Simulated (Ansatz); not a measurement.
# How much does Sb in Mo(100), 2x2 scatter?

Aim: the resistance that Sb in Mo(100), 2x2 adds to the host.

Program: Ansatz 0.2.0. Level of theory: Ansatz plane-wave DFT, PBE, PAW files; ballistic transport by layer matching (Landauer), zero bias; PAW set soft_1. Results are calculated unless marked as measured.

## Step 1: The starting structure

The cell holds 72 atoms: 71 Mo and 1 Sb. Its edges and angles: a = 6.294 Å, b = 6.294 Å, c = 28.323 Å, α = 90.0°, β = 90.0°, γ = 90.0°. It derives from Mo. Regions: lead, 40 atoms (40 Mo); scattering region, 32 atoms (31 Mo and 1 Sb). The structure is stacked along c, and the current runs across the ab planes.

## Step 2: Transmission at ideal sites

The defect sits in one plane of the supercell, all atoms on ideal sites; the layers about the cell's end are the lead. The mesh across the current, 8×8, is finer than the density's, because channels open and close sharply across the zone. Energies from -0.1 to 0.1 eV in steps of 0.05 eV are too few for the program's thermal sum, so it prints no conductance; for a metal the transmission near the Fermi level serves, at a fraction of the cost.

The input, input.yaml:

```yaml
crystal:
  lattice:
    - [6.294, 0.0, 0.0]
    - [0.0, 6.294, 0.0]
    - [0.0, 0.0, 28.323]
  atoms:
    - { symbol: Mo, position: [0.0, 0.0, 0.0277777778] }
    - { symbol: Mo, position: [0.0, 0.5, 0.0277777778] }
    - { symbol: Mo, position: [0.5, 0.0, 0.0277777778] }
    - { symbol: Mo, position: [0.5, 0.5, 0.0277777778] }
    - { symbol: Mo, position: [0.25, 0.25, 0.0833333333] }
    - { symbol: Mo, position: [0.25, 0.75, 0.0833333333] }
    - { symbol: Mo, position: [0.75, 0.25, 0.0833333333] }
    - { symbol: Mo, position: [0.75, 0.75, 0.0833333333] }
    - { symbol: Mo, position: [0.0, 0.0, 0.1388888889] }
    - { symbol: Mo, position: [0.0, 0.5, 0.1388888889] }
    - { symbol: Mo, position: [0.5, 0.0, 0.1388888889] }
    - { symbol: Mo, position: [0.5, 0.5, 0.1388888889] }
    - { symbol: Mo, position: [0.25, 0.25, 0.1944444444] }
    - { symbol: Mo, position: [0.25, 0.75, 0.1944444444] }
    - { symbol: Mo, position: [0.75, 0.25, 0.1944444444] }
    - { symbol: Mo, position: [0.75, 0.75, 0.1944444444] }
    - { symbol: Mo, position: [0.0, 0.0, 0.25] }
    - { symbol: Mo, position: [0.0, 0.5, 0.25] }
    - { symbol: Mo, position: [0.5, 0.0, 0.25] }
    - { symbol: Mo, position: [0.5, 0.5, 0.25] }
    - { symbol: Mo, position: [0.25, 0.25, 0.3055555556] }
    - { symbol: Mo, position: [0.25, 0.75, 0.3055555556] }
    - { symbol: Mo, position: [0.75, 0.25, 0.3055555556] }
    - { symbol: Mo, position: [0.75, 0.75, 0.3055555556] }
    - { symbol: Mo, position: [0.0, 0.0, 0.3611111111] }
    - { symbol: Mo, position: [0.0, 0.5, 0.3611111111] }
    - { symbol: Mo, position: [0.5, 0.0, 0.3611111111] }
    - { symbol: Mo, position: [0.5, 0.5, 0.3611111111] }
    - { symbol: Mo, position: [0.25, 0.25, 0.4166666667] }
    - { symbol: Mo, position: [0.25, 0.75, 0.4166666667] }
    - { symbol: Mo, position: [0.75, 0.25, 0.4166666667] }
    - { symbol: Mo, position: [0.75, 0.75, 0.4166666667] }
    - { symbol: Mo, position: [0.0, 0.0, 0.4722222222] }
    - { symbol: Mo, position: [0.0, 0.5, 0.4722222222] }
    - { symbol: Mo, position: [0.5, 0.0, 0.4722222222] }
    - { symbol: Mo, position: [0.5, 0.5, 0.4722222222] }
    - { symbol: Sb, position: [0.25, 0.25, 0.5277777778] }
    - { symbol: Mo, position: [0.25, 0.75, 0.5277777778] }
    - { symbol: Mo, position: [0.75, 0.25, 0.5277777778] }
    - { symbol: Mo, position: [0.75, 0.75, 0.5277777778] }
    - { symbol: Mo, position: [0.0, 0.0, 0.5833333333] }
    - { symbol: Mo, position: [0.0, 0.5, 0.5833333333] }
    - { symbol: Mo, position: [0.5, 0.0, 0.5833333333] }
    - { symbol: Mo, position: [0.5, 0.5, 0.5833333333] }
    - { symbol: Mo, position: [0.25, 0.25, 0.6388888889] }
    - { symbol: Mo, position: [0.25, 0.75, 0.6388888889] }
    - { symbol: Mo, position: [0.75, 0.25, 0.6388888889] }
    - { symbol: Mo, position: [0.75, 0.75, 0.6388888889] }
    - { symbol: Mo, position: [0.0, 0.0, 0.6944444444] }
    - { symbol: Mo, position: [0.0, 0.5, 0.6944444444] }
    - { symbol: Mo, position: [0.5, 0.0, 0.6944444444] }
    - { symbol: Mo, position: [0.5, 0.5, 0.6944444444] }
    - { symbol: Mo, position: [0.25, 0.25, 0.75] }
    - { symbol: Mo, position: [0.25, 0.75, 0.75] }
    - { symbol: Mo, position: [0.75, 0.25, 0.75] }
    - { symbol: Mo, position: [0.75, 0.75, 0.75] }
    - { symbol: Mo, position: [0.0, 0.0, 0.8055555556] }
    - { symbol: Mo, position: [0.0, 0.5, 0.8055555556] }
    - { symbol: Mo, position: [0.5, 0.0, 0.8055555556] }
    - { symbol: Mo, position: [0.5, 0.5, 0.8055555556] }
    - { symbol: Mo, position: [0.25, 0.25, 0.8611111111] }
    - { symbol: Mo, position: [0.25, 0.75, 0.8611111111] }
    - { symbol: Mo, position: [0.75, 0.25, 0.8611111111] }
    - { symbol: Mo, position: [0.75, 0.75, 0.8611111111] }
    - { symbol: Mo, position: [0.0, 0.0, 0.9166666667] }
    - { symbol: Mo, position: [0.0, 0.5, 0.9166666667] }
    - { symbol: Mo, position: [0.5, 0.0, 0.9166666667] }
    - { symbol: Mo, position: [0.5, 0.5, 0.9166666667] }
    - { symbol: Mo, position: [0.25, 0.25, 0.9722222222] }
    - { symbol: Mo, position: [0.25, 0.75, 0.9722222222] }
    - { symbol: Mo, position: [0.75, 0.25, 0.9722222222] }
    - { symbol: Mo, position: [0.75, 0.75, 0.9722222222] }
kpoints:
  mp_grid: { grid: [4, 4, 1] }
hamiltonian:
  xc: pbe
  pseudopotentials: { kind: paw, azcp: { folder: soft_1 } }
scf:
  occupations: { method: fermi_dirac, width: 0.1 }
output:
  transmission: { leads: [[0, 4]], kmesh: [8, 8], e_range: [-0.1, 0.1], de: 0.05 }
  write_potential: true
  write_density: true
  volumetric_format: npy
  elf: true
```

Command:

```bash
> ansatz run input.yaml --threads 4 --pin off --max-ram 15360MiB --backend cpu --events-out ev --progress --plain --runs-dir out
```

Numbers of over 12 decimals in the logs are rounded to 6 here.

Log:

```text
Engine: ansatz 0.2.0, aarch64-unknown-linux-gnu
Pseudopotentials: kind: paw
Pseudopotential: Mo, paw, valence charge 14, recommended cutoff 420 eV (normal), soft_1/Mo.paw.azcp
Pseudopotential: Sb, paw, valence charge 15, recommended cutoff 420 eV (normal), soft_1/Sb.paw.azcp
Functional definition: PBE
  parameter kappa = 0.804
  parameter beta = 0.066725
  exchange = pbe_x(kappa = kappa, mu = beta*pi^2/3)
  correlation = pbe_c(beta = beta)
Crystal: 72 atoms, lattice volume = 1122.000 Å³
Basis set: ecut = 420 eV, 21955 PW (Γ)
Bands: 606, of which v1, the nominal top of the filled ones, is band 505 counted from 1 (504 counted from 0)
Symmetry: 16 space group operations
Space group: P4/mmm (ITA 123), of the structure as read, at distance tolerance 1.0e-4 Å
k-points: 6 of 16
Non-local potential: Mo, projectors of the file, l = 0: 3, l = 1: 2, l = 2: 2, l = 3: 1
Non-local potential: Sb, projectors of the file, l = 0: 2, l = 1: 2, l = 2: 2, l = 3: 1
PAW form: soft (Blöchl's): semilocal exchange-correlation on the pseudo side does not see the compensation charge
PAW one-centre angular grid: Mo, 590 points (default); XC on 64 Gauss nodes
PAW one-centre angular grid: Sb, 590 points (default); XC on 64 Gauss nodes
Initial density: superposition of atomic densities (chi_scale 0.1, normalization cell, long waves kept (reshape's long-wave potential 0.36 eV rms))
Initial wavefunctions: pseudopotential atomic-orbital guess
Functional: x = pbe(κ = 0.804, μ = 0.219515), c = pbe(β = 0.066725)
SCF iter   1: F=—  HF=-358409.948853 eV  |F-HF|=—  |Δ(HF+E_count)|=         —  Δρ=1.06e-1  dr2=4.64e2  ethr=3.10e-3  ⟨swp⟩=4.7  Hψ=11923  notcnv=0
preconditioner: auto → Kerker (q_TF=auto, 2.680 Å⁻¹)  [metal: Δε(μ)=0.032 eV  Ē_g=4.714 eV  σ=0.100 eV  W_gap=0.08  n_scr=372 (ndim 8)  ℏωp=23.0 eV  f_vac=0.000  D(μ)=40.63/eV (n_scr^D=330)]
SCF iter   2: F=—  HF=-358376.200216 eV  |F-HF|=—  |Δ(HF+E_count)|=    3.37e1  Δρ=5.95e-2  dr2=1.95e2  ethr=3.10e-3  ⟨swp⟩=2.3  Hψ=7101  notcnv=0
SCF iter   3: F=—  HF=-358363.739398 eV  |F-HF|=—  |Δ(HF+E_count)|=    1.25e1  Δρ=7.68e-3  dr2=6.98e-1  ethr=3.10e-3  ⟨swp⟩=3.5  Hψ=11364  notcnv=0  defer=1
SCF iter   4: F=—  HF=-358363.664150 eV  |F-HF|=—  |Δ(HF+E_count)|=   7.52e-2  Δρ=1.47e-3  dr2=1.01e0  ethr=6.92e-5  ⟨swp⟩=2.5  Hψ=6923  notcnv=0
SCF iter   5: F=—  HF=-358363.657621 eV  |F-HF|=—  |Δ(HF+E_count)|=   6.53e-3  Δρ=5.13e-4  dr2=1.95e-1  ethr=6.92e-5  ⟨swp⟩=1.2  Hψ=3730  notcnv=0
SCF iter   6: F=—  HF=-358363.656675 eV  |F-HF|=—  |Δ(HF+E_count)|=   9.46e-4  Δρ=8.51e-5  dr2=1.65e-3  ethr=1.93e-5  ⟨swp⟩=1.0  Hψ=3636  notcnv=0
SCF iter   7: F=—  HF=-358363.656636 eV  |F-HF|=—  |Δ(HF+E_count)|=   3.93e-5  Δρ=2.10e-5  dr2=1.49e-4  ethr=1.64e-7  ⟨swp⟩=2.0  Hψ=4074  notcnv=0
SCF iter   8: F=—  HF=-358363.656609 eV  |F-HF|=—  |Δ(HF+E_count)|=   2.70e-5  Δρ=6.36e-6  dr2=6.57e-6  ethr=1.48e-8  ⟨swp⟩=2.0  Hψ=3672  notcnv=0
SCF iter   9: F=—  HF=-358363.657154 eV  |F-HF|=—  |Δ(HF+E_count)|=   5.45e-4  Δρ=1.71e-6  dr2=2.19e-7  ethr=6.51e-10  ⟨swp⟩=2.0  Hψ=4359  notcnv=0
SCF iter  10: F=-358363.657154 eV  HF=-358363.657154 eV  |F-HF|=1.00e-8  |Δ(HF+E_count)|=   1.50e-8  Δρ=3.32e-7  dr2=1.05e-8  ethr=9.91e-12  ⟨swp⟩=7.2  Hψ=9678  notcnv=0
SCF 1 converged in 10 iterations: F = -358363.657154 eV  dr2 = 1.05e-8
  greatest PAW one-centre occupation: 0.999 electrons in one spin orbital (limit 2), on the Mo atom at site 46 (counted from 0), in its partial waves of l = 0
transmission: 86 of 840 steps passed
transmission: 168 of 840 steps passed
[...]
transmission: 840 of 840 steps passed
SCF converged after 10 iterations
Free energy (F): -358363.657154 eV
Harris-Foulkes:  -358363.657154 eV  (|F-HF|=1.00e-8)
Internal energy: -358362.039758 eV  (E = F + TS)
E sigma→0 (E₀):  -358362.848456 eV
Entropy (-TS):   -1.617396 eV (-22.464 meV/atom)
Fermi energy:    21.141664 eV
--- Per-component energies (eV) ---
  E_band       = -3830.275734
  E_kinetic    = 30177.019451
  E_local      = -55511.044308  (includes V_loc(G=0)·N_el)
  E_nonlocal   = 10908.958831
  E_hartree    = 19010.156087
  E_xc         = -12630.492438
  E_vxc        = -15716.780561  (∫ρ·V_xc dr)
  E_paw        = -232588.317413  (= ΣΔE_a)
  E_vpaw       = -11708.744770  (= ΣTr[D̂ρ^β])
  E_aug_tail   = 0.003460  (compensation charges beyond the density's cutoff)
  E_ewald      = -117728.323430
  E_smearing   = -1.617396  (= −TS)
  E_closure    = -0.000000  (closes the sum)
  Σ components = -358363.657154   (vs F -358363.657154, Δ=0.00e0)
--- Band table (eV; the first three rows and the last of 6) ---
  k-point 0: bands = [... 501 lower, 20.9831, 20.9831, 20.9956, 20.9974, 21.0262, 21.3104, 21.3840, 21.3840, ... 97 higher]
  k-point 1: bands = [... 501 lower, 21.0764, 21.1278, 21.1488, 21.1516, 21.1552, 21.1919, 21.1995, 21.2385, ... 97 higher]
  k-point 2: bands = [... 501 lower, 21.0405, 21.0589, 21.1942, 21.2513, 21.2609, 21.2889, 21.3010, 21.3451, ... 97 higher]
  k-point 5: bands = [... 501 lower, 20.4093, 20.6096, 20.7414, 20.7414, 21.4198, 21.4345, 21.4345, 21.6700, ... 97 higher]
--- Transmission ---
  basis      : 349 plane waves across, 56 finite elements along
  points     : 15, standing for a mesh of 8 x 8
  energies   : 5 from -0.100000 to 0.100000 eV about the Fermi level, 0.050000 eV apart; the leads are filled to 0.000000 eV, and channels, transmission and decay are at 0.000000 eV
  crystal 0  : Mo4, at the sites [0, 4], period 1.5735 Å, over 26.75 Å; its Hamiltonian steps by up to 4.9 meV
    offset         : up to 0.0000 Å between an atom of the period and one for which it stands
    channels       : 6.593750e0 a spin
    conductance    : none, the energies end too early or step too widely for 300 K: set another output.transmission.e_range or a lower de, or, where they end at an eighth of basis.ecutwfc, a higher one
    slowest decay  : 0.0428 /Å at (0.5000, 0.3750)
  junction   : crystal 0 to crystal 0, 0.88 to 27.63 Å
    transmission   : 4.544073e0 a spin
    conductance    : none, the energies end too early or step too widely for 300 K: set another output.transmission.e_range or a lower de, or, where they end at an eighth of basis.ecutwfc, a higher one
```

It took 8.4 min on 4 threads of Arm Neoverse V1, shared host; peak memory 11 GiB.

This run has no spin polarisation although its electron count is odd.

This step gave:

| Quantity | Value |
| --- | --- |
| free energy | -358363.6572 eV |
| energy at zero smearing | -358362.8485 eV |
| Fermi energy | 21.14 eV |
| cell area | 39.61 Å² |
| transmission per spin nearest the Fermi level | 4.544 |
| open channels per spin nearest the Fermi level | 6.594 |
| step of the lead's potential | 4.9 meV |

Per spin. Table of transmission, zone mean by energy, zero at the Fermi level:

```tsv
energy (eV)	transmission, zone mean
-0.1000	4.45
-0.0500	4.51
0.0000	4.54
0.0500	4.53
0.1000	4.60
```

Per spin. The open channels, zone mean, lead by energy, zero at the Fermi level:

```tsv
energy (eV)	open channels, zone mean, lead
-0.1000	6.66
-0.0500	6.66
0.0000	6.59
0.0500	6.78
0.1000	6.84
```

Transmission over k1 and k2. At 0.0000 eV from the Fermi level.

Values, 8 rows by 8 columns:
```
 0.0  1.0  1.1  3.5  4.7  3.5  1.1  1.0
 2.0  1.1  2.6  8.0 10.0  8.0  2.6  1.1
 2.7  3.5  8.0 10.3 10.2 10.3  8.0  3.5
 2.6  4.7 10.0 10.2 10.2 10.2 10.0  4.7
 2.7  3.5  8.0 10.3 10.2 10.3  8.0  3.5
 2.0  1.1  2.6  8.0 10.0  8.0  2.6  1.1
 0.0  1.0  1.1  3.5  4.7  3.5  1.1  1.0
 0.0  0.0  2.0  2.7  2.6  2.7  2.0  0.0
```
Columns: k1 (b1) from -0.5 to 0.375; rows upwards: k2 (b2) from -0.5 to 0.375.

Open channels over k1 and k2. At 0.0000 eV from the Fermi level.

Values, 8 rows by 8 columns:
```
 0.0  1.0  2.0  5.0  7.0  5.0  2.0  1.0
 2.0  2.0  5.0 12.0 15.0 12.0  5.0  2.0
 4.0  5.0 12.0 14.0 14.0 14.0 12.0  5.0
 4.0  7.0 15.0 14.0 14.0 14.0 15.0  7.0
 4.0  5.0 12.0 14.0 14.0 14.0 12.0  5.0
 2.0  2.0  5.0 12.0 15.0 12.0  5.0  2.0
 0.0  1.0  2.0  5.0  7.0  5.0  2.0  1.0
 0.0  0.0  2.0  4.0  4.0  4.0  2.0  0.0
```
Columns: k1 (b1) from -0.5 to 0.375; rows upwards: k2 (b2) from -0.5 to 0.375.

Electrostatic potential energy in the ca plane at fractional y = 0.250, with atoms of Mo and Sb within 0.2 Å of it. With pseudopotentials it is smooth inside the atoms' cores, unlike the true potential.

Values in eV, 9 rows by 16 columns, each cell a mean:
```
 19  21  13  18  22  14  17  22  14  15  22  16  14  22  18  13
  1  16 -33  -6  18 -28 -13  20 -22 -20  20 -16 -26  19  -9 -32
 -3  15 -41 -11  17 -35 -19  19 -29 -26  19 -22 -33  18 -14 -39
 17  21   5  15  21   7  12  21   9  10  22  11   8  21  14   6
 22  22  20  21  22  21  21  21  20  20  21  21  21  22  21  21
 12  20  -8   8  21  -5   4  20   0   1  20   2  -4  21   7  -7
 -6  14 -46 -15  17 -40 -23  17 -15 -14  17 -26 -38  18 -18 -44
  7  18 -20   2  20 -15  -3  19  -6  -4  20  -6 -14  20   0 -18
 21  22  19  21  22  19  20  21  18  18  21  20  19  22  20  19
```
Columns run along c (16.0 Å, from fractional 0.22 to 0.78 of the cell; values clipped at the 3rd and 97th percentile), rows up along a (6.3 Å). Atoms in or near the plane, at fractional coordinates: Mo at (0.31, 0.25), Mo at (0.31, 0.75), Mo at (0.42, 0.25), Mo at (0.42, 0.75), Sb at (0.53, 0.25), Mo at (0.53, 0.75), Mo at (0.64, 0.25), Mo at (0.64, 0.75), Mo at (0.75, 0.25), Mo at (0.75, 0.75).

ELF in the ca plane at fractional y = 0.250, with atoms of Mo and Sb within 0.2 Å of it. It is the smooth field of the valence electrons, not physical close to the nuclei.

Ten even steps from '0' (0.04) to '9' (0.69), each cell a mean:
```
45555532356556432455555212455554323555554234
34565333334664333335653333346643333356533333
73453489853543799734534899635526998436338996
93342697972433887942425979723328879524249788
93342697972433887942425979723328879524249788
73453489853543699734534899535536998436337996
34565333334664333335653333346643333356533333
45556532356556432455555312455565324555554234
56556654566556544565455555554566445655565446
35665422235665322345556555655553222456542223
53564367633653466534565423565434675346435764
83342599962543899932454100355327999435349998
93242696972433876941453000255218869524249679
83342599962543899932454100355327999435349998
43564366634653466534565433565434665346435664
35665422245665322355556555655553222456543223
56556654566556544565455555554566445655565446
```
Columns run along c (16.0 Å, from fractional 0.22 to 0.78 of the cell), rows up along a (6.3 Å). Atoms in or near the plane, at fractional coordinates: Mo at (0.31, 0.25), Mo at (0.31, 0.75), Mo at (0.42, 0.25), Mo at (0.42, 0.75), Sb at (0.53, 0.25), Mo at (0.53, 0.75), Mo at (0.64, 0.25), Mo at (0.64, 0.75), Mo at (0.75, 0.25), Mo at (0.75, 0.75).

Valence density in the ca plane at fractional y = 0.250, with atoms of Mo and Sb within 0.2 Å of it. It is the smooth field of the valence electrons, not physical close to the nuclei.

Values in units of 1e0 e/Å³, 9 rows by 16 columns, each cell a mean:
```
0.3 0.3 0.5 0.4 0.3 0.5 0.4 0.3 0.4 0.4 0.3 0.4 0.5 0.3 0.4 0.5
1.2 0.4 4.0 1.7 0.3 3.5 2.2 0.3 3.0 2.8 0.3 2.5 3.3 0.3 1.9 3.8
1.5 0.4 4.9 2.1 0.4 4.3 2.8 0.3 3.7 3.4 0.3 3.0 4.1 0.3 2.4 4.7
0.4 0.3 0.8 0.5 0.3 0.8 0.6 0.3 0.7 0.6 0.3 0.6 0.7 0.3 0.5 0.8
0.3 0.3 0.3 0.3 0.3 0.3 0.3 0.3 0.3 0.3 0.3 0.3 0.3 0.3 0.3 0.3
0.6 0.3 1.7 0.8 0.3 1.5 1.0 0.3 1.3 1.2 0.3 1.1 1.4 0.3 0.9 1.6
1.7 0.5 5.5 2.4 0.4 4.9 3.2 0.3 6.2 5.6 0.3 3.5 4.6 0.3 2.7 5.3
0.8 0.4 2.6 1.2 0.3 2.3 1.5 0.3 2.1 1.9 0.3 1.6 2.2 0.3 1.3 2.5
0.3 0.3 0.3 0.3 0.3 0.3 0.3 0.3 0.3 0.3 0.3 0.3 0.3 0.3 0.3 0.3
```
Columns run along c (16.0 Å, from fractional 0.22 to 0.78 of the cell), rows up along a (6.3 Å). Atoms in or near the plane, at fractional coordinates: Mo at (0.31, 0.25), Mo at (0.31, 0.75), Mo at (0.42, 0.25), Mo at (0.42, 0.75), Sb at (0.53, 0.25), Mo at (0.53, 0.75), Mo at (0.64, 0.25), Mo at (0.64, 0.75), Mo at (0.75, 0.25), Mo at (0.75, 0.75).

Over the solved energies the transmission per spin lies between 4.45 and 4.60, out of 6.71 channels of the lead on average (up to 6.84).

## Step 3: Resistance at ideal sites

This step: Ansatz plane-wave DFT, PBE, PAW files; ballistic transport by layer matching (Landauer), zero bias; area resistance of the defect plane and resistivity an atomic per cent; PAW set soft_1 (Ansatz 0.2.0).

Numbers from this step:

```yaml
area_resistance: 0.3627 fΩ m²
t_over_the_leads_mean_channel_count: 0.6786
resistivity_per_at_scaled_from_this_dense_plane_with_the_factor_3_over_4_for_isotropic_scattering: 6.916 µΩ cm
```

Averaged over the energies near the Fermi level, 67.9 % of the channels pass, which makes 0.363 fΩ m².

By hand, with T and the leads' channels N averaged over the energies near the Fermi level: RA = A (h/2e²)(1/T − 1/N) = 39.61×10⁻²⁰ m² × 12 906 Ω × (1/4.531 − 1/6.677) = 0.363 fΩ m². Per atomic per cent: RA × A / V_atom × 0.01 × 3/4 = 6.92 µΩ cm, with the host's V_atom = 15.58 Å³.

## Step 4: Results

```yaml
share_of_channels_that_pass_rigid: 0.679
area_resistance_rigid: 0.363 fΩ m²
resistivity_per_at_from_the_area_resistance_times_3_over_4_rigid: 6.92 µΩ cm
```

**Reading.** The plane of defects adds 0.36 fΩ m². Scaled to one atomic per cent that is 9.2 µΩ cm as it stands and 6.9 with the factor 3/4 for isotropic scattering on a spherical Fermi surface; with the reflection in place of the resistance taken as linear in the density it would be 4.7. These are rough estimates of the dilute value, not bounds. One Sb in each 2x2 cell reflects 32 % of the lead's channels. The defects form a dense periodic sheet that scatters coherently, unlike a dilute random alloy. T and N are means over the solved energies nearest the Fermi level.

[Logs are printed without paths, hosts, clocks, repeated set-up lines and the standing remarks that a program may print on its own settings, such as how far it seeks lower states.]

[Hosts, paths, dates, database ids (printed as entryN), source tags and the programs' standing remarks are cut or masked in the printed files.]
